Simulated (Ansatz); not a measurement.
**MgTe: the cell at several levels of theory**

Cell and atoms of MgTe (4H polytype) are relaxed in turn with PBE and r2SCAN. This is a trial cell built on a prototype, not taken from a measured structure, and it needn't be the compound's ground state.

Code: Ansatz 0.2.0. PAW datasets, plane waves, zero pressure. All values are calculated for a non-magnetic cell, which may be hypothetical.

## (1) The cell

The symmetry is P6_3mc (No. 186, hexagonal); conventional cell a = 4.440 Å, c = 14.501 Å, 30.94 Å³ an atom. Near Mg stand 4 Te at 2.72 Å; near Te stand 4 Mg at 2.72 Å.

Structure file:

```
Mg Te
1.0
     4.43995    0.00000    0.00000
    -2.21997    3.84511    0.00000
     0.00000    0.00000   14.50086
Mg Te
4 4
Direct
  0.00000 0.00000 0.00000
  0.33333 0.66667 0.25000
  0.00000 0.00000 0.50000
  0.66667 0.33333 0.75000
  0.00000 0.00000 0.18750
  0.33333 0.66667 0.43750
  0.00000 0.00000 0.68750
  0.66667 0.33333 0.93750
```

## (2) PBE: cell and atoms

input.yaml reads:

```yaml
crystal:
  lattice:
    - [4.4399451078, 0.0, 0.0]
    - [-2.2199725539, 3.8451052547, 0.0]
    - [0.0, 0.0, 14.500860722]
  atoms:
    - { symbol: Mg, position: [0.0, 0.0, 0.0] }
    - { symbol: Mg, position: [0.3333333333, 0.6666666667, 0.25] }
    - { symbol: Mg, position: [0.0, 0.0, 0.5] }
    - { symbol: Mg, position: [0.6666666667, 0.3333333333, 0.75] }
    - { symbol: Te, position: [0.0, 0.0, 0.1875] }
    - { symbol: Te, position: [0.3333333333, 0.6666666667, 0.4375] }
    - { symbol: Te, position: [0.0, 0.0, 0.6875] }
    - { symbol: Te, position: [0.6666666667, 0.3333333333, 0.9375] }
kpoints:
  mp_grid: { grid: [6, 6, 2] }
hamiltonian:
  xc: pbe
scf:
  occupations: { method: fermi_dirac, width: 0.02 }
relax:
  f_tol: 0.005
  cell: {}
```

Started as:

```console
$ ansatz run input.yaml --threads 2 --pin off --max-ram 20275MiB --backend cpu --events-out ev --progress --plain --runs-dir out
```

After this run come: r2SCAN: cell and atoms.

**Question.** What will these runs give? Wanted: for each run, a; c; volume; space group; SCF geometries.

**Answer**, as computed:

```
 level  a (Å)   c (Å)  volume (Å³/atom)  space group  SCF geometries
   PBE  4.607  15.014            34.492       P6_3mc               5
r2SCAN  4.575  14.920            33.811       P6_3mc               4
```

What this shows: The first relaxation changed the volume by +11.5 % from the start. r2SCAN gives the smallest cell and PBE the largest; they differ by 2.0 % in volume, a mean of 0.7 % in length.
